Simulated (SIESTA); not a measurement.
The system is Na2S.

```
S Na
1.0
     0.00000    3.27350    3.27350
     3.27350    0.00000    3.27350
     3.27350    3.27350    0.00000
S Na
1 2
Cartesian
  0.0000 0.0000 0.0000
  4.9102 4.9102 4.9102
  1.6367 1.6367 1.6367
```

Base run:

```yaml
Program: SIESTA 5.4.2
Functional: PBE
Potentials_or_basis: PseudoDojo 0.4 standard (PBE files)
Basis: DZP (energy shift 0.003 Ry; two zetas on semicore shells)
Grid_cutoff: 800 Ry
Energy_shift: 0.003 Ry
k_mesh: 7 × 7 × 7
Occupations: fermi-dirac, width 0.05 eV
Spin: no spin polarisation
```

Its results: band gap on the k mesh 2.49 eV, direct; pressure 0.8 GPa.

The run is repeated on the same cell with these changes: functional from PBE to LDA; potentials or basis from PseudoDojo 0.4 standard (PBE files) to PseudoDojo 0.4 standard (LDA files). What comes out?

Band gap on the k mesh 2.26 eV, direct; pressure -1.8 GPa.

Caveats: the basis of atomic orbitals isn't converged, which shifts pressures, moduli and gaps.
